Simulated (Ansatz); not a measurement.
Here is an unrelaxed guess for BeS.

```xyz
6
Lattice="4.0332 0.0000 0.0000 0.0000 4.0332 0.0000 0.0000 0.0000 5.8834" Properties=species:S:1:pos:R:3 pbc="T T T"
Be    0.0000    0.0000    1.0507
Be    2.0166    0.0000    0.7454
Be    0.0000    2.0166    0.7454
S     0.0000    0.0000    2.8616
S     2.0166    0.0000    3.6214
S     0.0000    2.0166    3.6214
```

Theory: Ansatz 0.2.0, DFT PBE, scalar-relativistic, plane waves, PAW. Settings: cutoff 420 eV, Γ-centred mesh 4×4×4 on the computed 6-atom cell, Gaussian smearing of 0.10 eV; no spin polarisation.

Formation energies are uncorrected and refer to the elements' standard structures at the same level.

Task: Estimate its pressure, forces and energy as it stands.

Result: The pressure is 8.4 GPa (the mean over three directions, positive in compression), the largest force is 2.53 eV/Å, and the energy is +1.04 eV/atom against the elements. The shortest distance is 1.81 Å.

Task: Is it a good guess?

Result: A rough one: relaxing gains about 0.33 eV/atom (the start's value is from the coarse mesh, so the gain is rough) in 23 ionic steps and ends at +0.71 eV/atom on the finer mesh. The symmetry stays P4mm (No. 99). The volume per atom grows by 13.3 %, from 16.0 to 18.1 Å³. The shortest distance goes from 1.81 Å (Be–S) to 2.02 Å (Be–S). The ratio c/a of the conventional cell changes by a factor of 0.90. Conventional cell: a = 4.358 Å, c = 5.708 Å. Around Be on a site of symmetry 4mm lie 1 S at 2.14 Å and 4 Be at 2.38 Å; Be on a site of symmetry 2mm is surrounded by 1 S at 2.02 Å and 2 Be at 2.38 Å; around S on a site of symmetry 4mm lie 1 Be at 2.14 Å and 4 S at 2.26 Å; 1 more site not described.

The last run used a 10×10×8 mesh (in the run's order of axes) for its 6-atom cell and Gaussian smearing of 0.10 eV. The cell is a metal run without spin; a magnetic state may lie lower. The reference form of S is held partly by dispersion forces, which this level lacks. The relaxation can't lower the symmetry of the start, and the grade says only how near the guess is to its own end. A structure relaxed within its symmetry needn't be a true minimum. Another cell of BeS relaxed alike, in F-43m (a cell as deposited in COD), lies 1.78 eV/atom lower, so this cell isn't the stable form at this level.
